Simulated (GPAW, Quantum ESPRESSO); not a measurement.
Consider LiCl (Fm-3m).

```xyz
2
Lattice="0.0000 2.5648 2.5648 2.5648 0.0000 2.5648 2.5648 2.5648 0.0000" Properties=species:S:1:pos:R:3 pbc="T T T"
Cl    2.5648    2.5648    2.5648
Li    0.0000    0.0000    0.0000
```

Absorber: atom 1, with 6 Li at 2.56 Å (octahedral, site symmetry m-3m). Method: Quantum ESPRESSO XSpectra, PBE, full core hole (charged cell), 12-atom cell with 6.3 Å between holes, 4×5×5 k points, dipole transitions, Lorentzian half width 0.32 eV up to 4 eV, rising linearly to 2.5 eV at 25 eV (counted from xe0, 2.7 eV below the zero used here).

The database entry behind the starting cell differs from later determinations by our own check (0.1 to 0.3 % short, probably kX units), so it need not match the best structure at ambient conditions.

What does the Cl K edge look like?

Main maxima up to 24 eV above the zero (height): 3.8 eV (2.59) and 16.1 eV (1.01). A K edge sees empty p states on the absorber. The total-energy difference plus the lowest empty eigenvalue puts the zero at 2838.60 eV. One term is added: -17.92 eV, since the hole is spin-paired here and a spin-polarised one costs that much less in the free atom (computed apart). The photon energy is then 2820.68 eV. The functional and the charged cell's background leave an error of a few eV in such absolute values.

The Cl K spectrum (energy from the lowest empty level; intensity scaled to a mean of 1 over the first 20 eV; the points at xe0, where the cut of filled states can leave a spike, are interpolated):

| E (eV) | intensity |
| --- | --- |
| -2.0 | 0.04 |
| -1.5 | 0.05 |
| -1.0 | 0.06 |
| -0.5 | 0.08 |
| 0.0 | 0.12 |
| 0.5 | 0.20 |
| 1.0 | 0.36 |
| 1.5 | 0.71 |
| 2.0 | 1.18 |
| 2.5 | 1.48 |
| 3.0 | 1.79 |
| 3.5 | 2.40 |
| 4.0 | 2.56 |
| 4.5 | 2.30 |
| 5.0 | 1.92 |
| 5.5 | 1.53 |
| 6.0 | 1.19 |
| 6.5 | 0.95 |
| 7.0 | 0.80 |
| 7.5 | 0.74 |
| 8.0 | 0.72 |
| 8.5 | 0.68 |
| 9.0 | 0.63 |
| 9.5 | 0.59 |
| 10.0 | 0.57 |
| 10.5 | 0.56 |
| 11.0 | 0.57 |
| 11.5 | 0.60 |
| 12.0 | 0.65 |
| 12.5 | 0.71 |
| 13.0 | 0.76 |
| 13.5 | 0.81 |
| 14.0 | 0.86 |
| 14.5 | 0.91 |
| 15.0 | 0.96 |
| 15.5 | 0.99 |
| 16.0 | 1.01 |
| 16.5 | 1.01 |
| 17.0 | 0.99 |
| 17.5 | 0.97 |
| 18.0 | 0.95 |
| 18.5 | 0.94 |
| 19.0 | 0.93 |
| 19.5 | 0.93 |
| 20.0 | 0.94 |
| 20.5 | 0.95 |
| 21.0 | 0.97 |
| 21.5 | 0.99 |
| 22.0 | 1.01 |
| 22.5 | 1.03 |
| 23.0 | 1.04 |
| 23.5 | 1.04 |
| 24.0 | 1.04 |
| 24.5 | 1.03 |
| 25.0 | 1.03 |
| 25.5 | 1.02 |
| 26.0 | 1.03 |
| 26.5 | 1.04 |
| 27.0 | 1.05 |
| 27.5 | 1.07 |
| 28.0 | 1.09 |
| 28.5 | 1.11 |
| 29.0 | 1.12 |
| 29.5 | 1.13 |
| 30.0 | 1.15 |
| 30.5 | 1.15 |
| 31.0 | 1.16 |
| 31.5 | 1.17 |
| 32.0 | 1.17 |

The holes are only 6.3 Å apart, so the shape is probably not converged with cell size; no larger cell was run here. The structure is a published determination, not relaxed.

[Banner, clock and machine lines of the logs are left out without a mark of their own.]

[Logs are printed without paths, hosts, clocks, repeated set-up lines and the standing remarks that a program may print on its own settings, such as how far it seeks lower states.]

[Hosts, paths, dates, database ids (printed as entryN), source tags and the programs' standing remarks are cut or masked in the printed files.]

[Lists of maxima count a maximum above −3 eV only where it reaches 4 % of the highest in the window and stands out from its surroundings by 2 % of it (1.5 % where it reaches 55 %); shoulders and weaker maxima are passed over, and of the rest the first, up to two pre-edge ones and the few strongest are named.]
